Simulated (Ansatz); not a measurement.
# Thickness series of a Zr/SiC/Zr junction, part 2 of 3

Wanted: T(E), the conductance and its decay constant for Zr/SiC/Zr. Both electrodes are Zr hcp(0001); the barrier is SiC wurtzite(0001) (whole bilayers). In the first transport cell, after relaxation, the nearest pair of electrode and barrier is Zr–C at 2.49 Å, at a slant, at the lower face and Zr–Si at 2.81 Å, at a slant, at the upper one. All share a net of side 3.09 Å, which strains the lower electrode by -4.3 % and the barrier by +0.0 %, against typed lattice constants near PBE's. The first steps treat the bulk electrodes alone.

Ansatz 0.2.0; PBE DFT, plane waves, PAW files (the session's first sound run).

So far, transmission at the Fermi level (a spin, zone mean): step 4 (transmission over a wide range of energy) 0.00631. Also channels of the lower lead: step 4 0.868.

## (5) Conductance, atomic planes in the barrier 4, gap between the electrodes 7.1 Å

System of this step: Zr/SiC/Zr. The cell holds 26 atoms: 22 Zr, 2 C and 2 Si. Cell: a = 3.090 Å, b = 3.090 Å, c = 75.259 Å, α = 90.0°, β = 90.0°, γ = 120.0°. Regions: left electrode, 11 atoms (11 Zr); barrier, 4 atoms (2 C and 2 Si); right electrode, 11 atoms (11 Zr). Vacuum lies along c.

The conductance needs T(E) within ten thermal energies of the Fermi level, on steps under 1.5 kT, and a finer mesh (30×30), since the current can rest on few wavevectors.

File input.yaml:

```yaml
crystal:
  lattice:
    - [3.09, 0.0, 0.0]
    - [-1.545, 2.6760184977, 0.0]
    - [0.0, 0.0, 75.2585451667]
  atoms:
    - { symbol: Zr, position: [0.33333333, 0.66666667, 0.0930126936] }
    - { symbol: Zr, position: [0.0, 0.0, 0.1289643464] }
    - { symbol: Zr, position: [0.33333333, 0.66666667, 0.1649159993] }
    - { symbol: Zr, position: [0.0, 0.0, 0.2008676522] }
    - { symbol: Zr, position: [0.33333333, 0.66666667, 0.2368193051] }
    - { symbol: Zr, position: [0.0, 0.0, 0.272770958] }
    - { symbol: Zr, position: [0.33333333, 0.66666667, 0.3087226108] }
    - { symbol: Zr, position: [0.0, 0.0, 0.3446742637] }
[... 14 atom lines left out ...]
    - { symbol: Zr, position: [0.66666667, 0.33333333, 0.7991323478] }
    - { symbol: Zr, position: [0.0, 0.0, 0.8350840007] }
    - { symbol: Zr, position: [0.66666667, 0.33333333, 0.8710356536] }
    - { symbol: Zr, position: [0.0, 0.0, 0.9069873064] }
kpoints:
  mp_grid: { grid: [12, 12, 1] }
scf:
  occupations: { method: fermi_dirac, width: 0.1 }
  max_iter: 150
hamiltonian:
  xc: pbe
output:
  transmission:
    kmesh: [30, 30]
    e_range: [-0.26, 0.27]
    de: 0.0375
    leads: [[4, 6], [20, 22]]
```

Run with:

```bash
$ ansatz run input.yaml --threads 4 --pin off --max-ram 12288MiB --backend cpu --events-out ev --progress --plain --runs-dir out
```

It took 7.2 min on 4 threads of Arm Neoverse V1, shared host; peak memory 3 GiB.

Numbers from this step:

```yaml
free_energy: -93816.6622 eV
fermi_energy: 11.69 eV
transmission_at_the_fermi_level_a_spin_zone_mean: 0.1351
channels_of_the_lower_lead: 0.7989
channels_of_the_upper_lead: 0.7989
ballistic_conductance_of_the_lower_lead: 7.57e14 S/m²
potential_step_in_the_upper_lead: 7.4 meV
ballistic_conductance_of_the_upper_lead: 7.47e14 S/m²
junction_conductance: 1.28e14 S/m²
error_estimates_by_source_in_the_log_s_order: 0.7, 2.6, 5.6, 49.8, 9.5 %
resistance_area_product_beyond_the_leads: 0.006454 Ω um²
```

One spin. The transmission, zone mean by energy, zero at the Fermi level:

```tsv
energy (eV)	transmission, zone mean
-0.260	0.116
-0.223	0.116
-0.185	0.114
-0.147	0.108
-0.110	0.112
-0.072	0.118
-0.035	0.113
0.003	0.135
0.040	0.173
0.077	0.158
0.115	0.160
0.152	0.159
0.190	0.137
0.228	0.137
0.265	0.124
```

One spin. The open channels, zone mean by energy, zero at the Fermi level:

```tsv
energy (eV)	lower lead	upper lead
-0.260	0.746	0.746
-0.223	0.786	0.772
-0.185	0.699	0.699
-0.147	0.686	0.666
-0.110	0.659	0.672
-0.072	0.659	0.659
-0.035	0.672	0.672
0.003	0.799	0.799
0.040	0.952	0.966
0.077	1.03	0.966
0.115	1.09	1.08
0.152	1.16	1.19
0.190	1.11	1.11
0.228	1.17	1.17
0.265	1.17	1.15
```

Transmission over k1 and k2. At 0.0025 eV from the Fermi level.

Ten even steps from '_' (0.000) to '@' (0.701), each cell a mean:
```
::::::______________________..::::::..____--......::____..::
......__________________________......____::..____..::..____
__________________::::____________________::..________..::__
__________________==--==..________________::..__________..::
..________________::++++**__________________::..________....
..__________________........__________________............::
________----==::__++########**++::__++==--..______..........
________..--==**__####@@@@%%@@@@##++::++==--________________
..__________==++__####@@@@%%##%%@@%%##..++==__________......
::..______________####@@%%**++++##@@%%##--______________::::
--::..____________==##@@%%**==--==**@@@@##--____________..::
::::::______________==##@@%%**====**%%@@##**______________..
..::::..__________::----##%%@@######%%@@####__--::__________
__________________--++++::####@@@@@@@@@@####__**==::________
__..______..______::--==**__==**##########++__====----______
..::::::::::....____....::____..::------::..____::....______
......______......__________________++++++__________________
__::..________......________________--======________________
__..::..________..::__________________..----________________
..____::..______..::____....______________________________..
::::..__..::......--____..::::::..______________________..::
--::::________::::______..::::--::::________....______..::::
```
Columns: k1 (b1) from -0.5 to 0.467; rows upwards: k2 (b2) from -0.5 to 0.467.

G = 1.3e14 S/m² (1/G = 0.00778 Ω µm²). The largest error estimate is 50 %, from the leads' potential steps. In the worse lead the potential repeats within 58 meV, which the program flags as too much for a lead, so G carries that doubt. By hand, Landauer's formula with T at one energy: G = (e²/h) ΣT / A = 3.874e-5 S × 0.270 / 8.269 Å² = 1.3e14 S/m², with T summed over both spins. The printed value averages T over the Fermi window and is 1.0 times this.

## (6) Conductance on a fine mesh, 30 atoms

System of this step: Zr/SiC/Zr. The cell holds 30 atoms: 22 Zr, 4 C and 4 Si. Cell: a = 3.090 Å, b = 3.090 Å, c = 80.328 Å, α = 90.0°, β = 90.0°, γ = 120.0°. Regions: left electrode, 11 atoms (11 Zr); barrier, 8 atoms (4 C and 4 Si); right electrode, 11 atoms (11 Zr). Vacuum lies along c.

Barrier layers are added or taken out in the middle, and the relaxed faces stay.

File input.yaml:

```yaml
crystal:
  lattice:
    - [3.09, 0.0, 0.0]
    - [-1.545, 2.6760184977, 0.0]
    - [0.0, 0.0, 80.3280884947]
  atoms:
    - { symbol: Zr, position: [0.33333333, 0.66666667, 0.0871426189] }
    - { symbol: Zr, position: [0.0, 0.0, 0.1208253461] }
    - { symbol: Zr, position: [0.33333333, 0.66666667, 0.1545080733] }
    - { symbol: Zr, position: [0.0, 0.0, 0.1881908005] }
    - { symbol: Zr, position: [0.33333333, 0.66666667, 0.2218735277] }
    - { symbol: Zr, position: [0.0, 0.0, 0.2555562549] }
    - { symbol: Zr, position: [0.33333333, 0.66666667, 0.2892389821] }
    - { symbol: Zr, position: [0.0, 0.0, 0.3229217093] }
[... 18 atom lines left out ...]
    - { symbol: Zr, position: [0.66666667, 0.33333333, 0.8118091995] }
    - { symbol: Zr, position: [0.0, 0.0, 0.8454919267] }
    - { symbol: Zr, position: [0.66666667, 0.33333333, 0.8791746539] }
    - { symbol: Zr, position: [0.0, 0.0, 0.9128573811] }
kpoints:
  mp_grid: { grid: [12, 12, 1] }
scf:
  occupations: { method: fermi_dirac, width: 0.1 }
  max_iter: 150
hamiltonian:
  xc: pbe
output:
  transmission:
    kmesh: [30, 30]
    e_range: [-0.26, 0.27]
    de: 0.0375
    leads: [[4, 6], [24, 26]]
```

The job ended after 8.4 min (4 threads; peak memory 3.3 GiB; 22 min of CPU time).

This step gave:

```yaml
free_energy: -95590.9202 eV
fermi_energy: 11.64 eV
transmission_at_the_fermi_level_a_spin_zone_mean: 0.006752
potential_step_in_the_upper_lead: 7.5 meV
junction_conductance: 6.34e12 S/m²
error_estimates_by_source_in_the_log_s_order: 0.4, 22, 7.4, 25.1, 1.7 %
resistance_area_product_beyond_the_leads: 0.1564 Ω um²
```

One spin. Table of transmission, zone mean by energy, zero at the Fermi level:

```tsv
energy (eV)	transmission, zone mean
-0.260	0.00760
-0.223	0.00738
-0.185	0.00706
-0.147	0.00674
-0.110	0.00673
-0.072	0.00692
-0.035	0.00657
0.003	0.00675
0.040	0.00727
0.077	0.00687
0.115	0.00734
0.152	0.00724
0.190	0.00628
0.228	0.00562
0.265	0.00388
```

One spin. Table of open channels, zone mean by energy, zero at the Fermi level:

```tsv
energy (eV)	lower lead	upper lead
-0.260	0.746	0.746
-0.223	0.786	0.772
-0.185	0.686	0.699
-0.147	0.686	0.666
-0.110	0.672	0.672
-0.072	0.659	0.659
-0.035	0.672	0.672
0.003	0.799	0.799
0.040	0.952	0.966
0.077	1.03	0.966
0.115	1.09	1.08
0.152	1.16	1.19
0.190	1.11	1.11
0.228	1.17	1.17
0.265	1.17	1.15
```

Transmission over k1 and k2. At 0.0025 eV from the Fermi level.

Ten even steps from '_' (0.0000) to '@' (0.0907), each cell a mean:
```
__________________________________________..________________
__________________________________________..________..______
__________________________________________..____________..__
____________________________________________________________
____________________________________________________________
____________________________________________________________
________..__________..........______________________________
__________________....::--==--::..__________________________
__________________....==##%%%%##++::..______________________
__________________....++%%@@@@@@@@**--..____________________
____________________..--%%@@@@%%@@@@##::..__________________
______________________..==##@@@@@@@@%%++....________________
________________________..--**%%@@@@%%++....________________
__________________________....==++++++--....________________
______________________________............__________..______
______..____________________________________________________
____________________________________________________________
____________________________________________________________
____..____________..________________________________________
______..__________..________________________________________
__________________..________________________________________
____________________________________________________________
```
Columns: k1 (b1) from -0.5 to 0.467; rows upwards: k2 (b2) from -0.5 to 0.467.

G = 6.3e12 S/m² (1/G = 0.158 Ω µm²), 0.049 times the step before of this kind. The largest error estimate is 25 %, from the leads' potential steps. In the worse lead the potential repeats within 58 meV, which the program flags as too much for a lead, so G carries that doubt.

## (7) Conductance, atomic planes in the barrier 12, gap between the electrodes 17.24 Å

System of this step: Zr/SiC/Zr. The cell holds 34 atoms: 22 Zr, 6 C and 6 Si. Its edges and angles: a = 3.090 Å, b = 3.090 Å, c = 85.398 Å, α = 90.0°, β = 90.0°, γ = 120.0°. Regions: left electrode, 11 atoms (11 Zr); barrier, 12 atoms (6 C and 6 Si); right electrode, 11 atoms (11 Zr). Vacuum lies along c.

File input.yaml:

```yaml
crystal:
  lattice:
    - [3.09, 0.0, 0.0]
    - [-1.545, 2.6760184977, 0.0]
    - [0.0, 0.0, 85.3976318228]
  atoms:
    - { symbol: Zr, position: [0.33333333, 0.66666667, 0.0819694862] }
    - { symbol: Zr, position: [0.0, 0.0, 0.1136526726] }
    - { symbol: Zr, position: [0.33333333, 0.66666667, 0.1453358591] }
    - { symbol: Zr, position: [0.0, 0.0, 0.1770190455] }
    - { symbol: Zr, position: [0.33333333, 0.66666667, 0.208702232] }
    - { symbol: Zr, position: [0.0, 0.0, 0.2403854184] }
    - { symbol: Zr, position: [0.33333333, 0.66666667, 0.2720686049] }
    - { symbol: Zr, position: [0.0, 0.0, 0.3037517913] }
[... 22 atom lines left out ...]
    - { symbol: Zr, position: [0.66666667, 0.33333333, 0.8229809545] }
    - { symbol: Zr, position: [0.0, 0.0, 0.8546641409] }
    - { symbol: Zr, position: [0.66666667, 0.33333333, 0.8863473274] }
    - { symbol: Zr, position: [0.0, 0.0, 0.9180305138] }
kpoints:
  mp_grid: { grid: [12, 12, 1] }
scf:
  occupations: { method: fermi_dirac, width: 0.1 }
  max_iter: 150
hamiltonian:
  xc: pbe
output:
  transmission:
    kmesh: [30, 30]
    e_range: [-0.26, 0.27]
    de: 0.0375
    leads: [[4, 6], [28, 30]]
```

It took 9.6 min on 4 threads; peak memory 3.7 GiB.

One spin. Transmission, zone mean against energy, zero at the Fermi level:

```tsv
energy (eV)	transmission, zone mean
-0.260	3.8e-4
-0.223	3.5e-4
-0.185	3.2e-4
-0.147	3.0e-4
-0.110	2.9e-4
-0.072	2.8e-4
-0.035	2.9e-4
0.003	3.0e-4
0.040	3.4e-4
0.077	3.3e-4
0.115	3.5e-4
0.152	3.5e-4
0.190	3.2e-4
0.228	2.9e-4
0.265	2.0e-4
```

G = 2.8e11 S/m² (1/G = 3.54 Ω µm²), 0.045 times the step before of this kind. Apart from band edges and resonances, the largest error estimate is 26 %, from the leads' potential steps. For edges and narrow resonances that could lie between the energies solved the program puts 42 %, while dropping every other energy moves G by 0.1 %. In the worse lead the potential repeats within 58 meV, which the program flags as too much for a lead, so G carries that doubt.

## (8) Conductance on a fine mesh, atomic planes in the barrier 16, gap between the electrodes 22.31 Å

System of this step: Zr/SiC/Zr. The cell holds 38 atoms: 22 Zr, 8 C and 8 Si. Its edges and angles: a = 3.090 Å, b = 3.090 Å, c = 90.467 Å, α = 90.0°, β = 90.0°, γ = 120.0°. Regions: left electrode, 11 atoms (11 Zr); barrier, 16 atoms (8 C and 8 Si); right electrode, 11 atoms (11 Zr). Vacuum lies along c.

File input.yaml:

```yaml
crystal:
  lattice:
    - [3.09, 0.0, 0.0]
    - [-1.545, 2.6760184977, 0.0]
    - [0.0, 0.0, 90.4671751508]
  atoms:
    - { symbol: Zr, position: [0.33333333, 0.66666667, 0.077376131] }
    - { symbol: Zr, position: [0.0, 0.0, 0.1072838748] }
    - { symbol: Zr, position: [0.33333333, 0.66666667, 0.1371916185] }
    - { symbol: Zr, position: [0.0, 0.0, 0.1670993623] }
    - { symbol: Zr, position: [0.33333333, 0.66666667, 0.197007106] }
    - { symbol: Zr, position: [0.0, 0.0, 0.2269148498] }
    - { symbol: Zr, position: [0.33333333, 0.66666667, 0.2568225935] }
    - { symbol: Zr, position: [0.0, 0.0, 0.2867303373] }
[... 26 atom lines left out ...]
    - { symbol: Zr, position: [0.66666667, 0.33333333, 0.8329006377] }
    - { symbol: Zr, position: [0.0, 0.0, 0.8628083815] }
    - { symbol: Zr, position: [0.66666667, 0.33333333, 0.8927161252] }
    - { symbol: Zr, position: [0.0, 0.0, 0.922623869] }
kpoints:
  mp_grid: { grid: [12, 12, 1] }
scf:
  occupations: { method: fermi_dirac, width: 0.1 }
  max_iter: 150
hamiltonian:
  xc: pbe
output:
  transmission:
    kmesh: [30, 30]
    e_range: [-0.26, 0.27]
    de: 0.0375
    leads: [[4, 6], [32, 34]]
```

Wall time 10 min (4 threads); peak memory 4.1 GiB; 31 min of CPU time.

G = 1.7e10 S/m² (1/G = 59.1 Ω µm²), 0.060 times the step before of this kind. Apart from band edges and resonances, the largest error estimate is 28 %, from the leads' potential steps. For edges and narrow resonances that could lie between the energies solved the program puts 994 %, while dropping every other energy moves G by 0.2 %. In the worse lead the potential repeats within 58 meV, which the program flags as too much for a lead, so G carries that doubt.

## (9) The series together

Times are for 4 threads of Arm Neoverse V1, shared host. The series side by side:

```tsv
no.	gap between the electrodes (Å)	junction conductance (S/m²)	resistance-area product beyond the leads (Ω um²)	time	memory (GiB)
1	7.1	1.28e14	0.006454	7.2 min	3.0
2	12.17	6.34e12	0.1564	8.4 min	3.3
3	17.24	2.83e11	3.536	9.6 min	3.7
4	22.31	1.69e10	59.11	10 min	4.1
```

The runs together. Table of transmission, zone mean by energy, zero at the Fermi level:

```tsv
energy (eV)	7.1	12.17	17.24	22.31
-0.260	0.116	0.00760	3.8e-4	2.6e-5
-0.223	0.116	0.00738	3.5e-4	2.3e-5
-0.185	0.114	0.00706	3.2e-4	2.1e-5
-0.147	0.108	0.00674	3.0e-4	2.0e-5
-0.110	0.112	0.00673	2.9e-4	1.9e-5
-0.072	0.118	0.00692	2.8e-4	1.8e-5
-0.035	0.113	0.00657	2.9e-4	1.8e-5
0.003	0.135	0.00675	3.0e-4	1.8e-5
0.040	0.173	0.00727	3.4e-4	1.8e-5
0.077	0.158	0.00687	3.3e-4	1.8e-5
0.115	0.160	0.00734	3.5e-4	2.0e-5
0.152	0.159	0.00724	3.5e-4	2.0e-5
0.190	0.137	0.00628	3.2e-4	1.8e-5
0.228	0.137	0.00562	2.9e-4	1.6e-5
0.265	0.124	0.00388	2.0e-4	1.1e-5
```

## (10) Fit against thickness

This step: Fit of the logarithm of the conductance against the barrier's thickness, from PBE DFT, plane waves, PAW files (Ansatz 0.2.0).

No new run: the logarithm is fitted against the thickness.

This step gave:

```yaml
decay_constant_of_the_conductance: 0.59 Å⁻¹
r_m_s_misfit_of_ln_g: 0.07
```

From the end points alone, β = ln(1.28e+14 / 1.69e+10) / 15.21 Å = 8.94 / 15.21 Å = 0.59 Å⁻¹. One end point carries an error estimate of 50 %; a factor of 1.5 on it would move β by 0.03 Å⁻¹.

## (11) The same cell, other settings, 30 atoms

This step: PBE DFT, plane waves, PAW files; ballistic transmission by layer matching between semi-infinite leads; changed: scf.NELM = 400 (Ansatz 0.2.0).

System of this step: Zr/SiC/Zr. The cell holds 30 atoms: 22 Zr, 4 C and 4 Si. Cell: a = 3.090 Å, b = 3.090 Å, c = 80.328 Å, α = 90.0°, β = 90.0°, γ = 120.0°. Regions: left electrode, 11 atoms (11 Zr); barrier, 8 atoms (4 C and 4 Si); right electrode, 11 atoms (11 Zr). Vacuum lies along c.

This run repeats an earlier one, its twin (the spectrum run, 8 atomic planes between the electrodes), with one setting changed (scf.NELM; files written aside). The setting was drawn as a possible misstep, on purpose. Where the input is shown as a difference, that is against the step before, not the twin.

File input.yaml:

```yaml
crystal:
  lattice:
    - [3.09, 0.0, 0.0]
    - [-1.545, 2.6760184977, 0.0]
    - [0.0, 0.0, 80.3280884947]
  atoms:
    - { symbol: Zr, position: [0.33333333, 0.66666667, 0.0871426189] }
    - { symbol: Zr, position: [0.0, 0.0, 0.1208253461] }
    - { symbol: Zr, position: [0.33333333, 0.66666667, 0.1545080733] }
    - { symbol: Zr, position: [0.0, 0.0, 0.1881908005] }
    - { symbol: Zr, position: [0.33333333, 0.66666667, 0.2218735277] }
    - { symbol: Zr, position: [0.0, 0.0, 0.2555562549] }
    - { symbol: Zr, position: [0.33333333, 0.66666667, 0.2892389821] }
    - { symbol: Zr, position: [0.0, 0.0, 0.3229217093] }
[... 18 atom lines left out ...]
    - { symbol: Zr, position: [0.66666667, 0.33333333, 0.8118091995] }
    - { symbol: Zr, position: [0.0, 0.0, 0.8454919267] }
    - { symbol: Zr, position: [0.66666667, 0.33333333, 0.8791746539] }
    - { symbol: Zr, position: [0.0, 0.0, 0.9128573811] }
kpoints:
  mp_grid: { grid: [12, 12, 1] }
scf:
  occupations: { method: fermi_dirac, width: 0.1 }
  max_iter: 150
  NELM: 400
hamiltonian:
  xc: pbe
output:
  transmission:
    kmesh: [12, 12]
    e_range: [-2.5, 2.5]
    de: 0.1
    leads: [[4, 6], [24, 26]]
  dos: { projected: true, e_range: [-6, 5], de: 0.05 }
  write_potential: true
  write_density: true
  volumetric_format: npy
```

Wall time 0.02 s (4 threads); peak memory 0.021 GiB.

The program refused the input before any cycle.

The program's message: “Error: YAML parse error: error: line 42 column 3: unknown field `NELM`, expected one of max_iter, algorithm, n_extra_bands, self_checks, convergence, lower_state_search, omitted_lower_state_checks, lo …”

The change that led to it: scf.NELM = 400.

[end of part 2 of 3]

[Logs are printed without paths, hosts, clocks, repeated set-up lines and the standing remarks that a program may print on its own settings, such as how far it seeks lower states.]

[Hosts, paths, dates, database ids (printed as entryN), source tags and the programs' standing remarks are cut or masked in the printed files.]
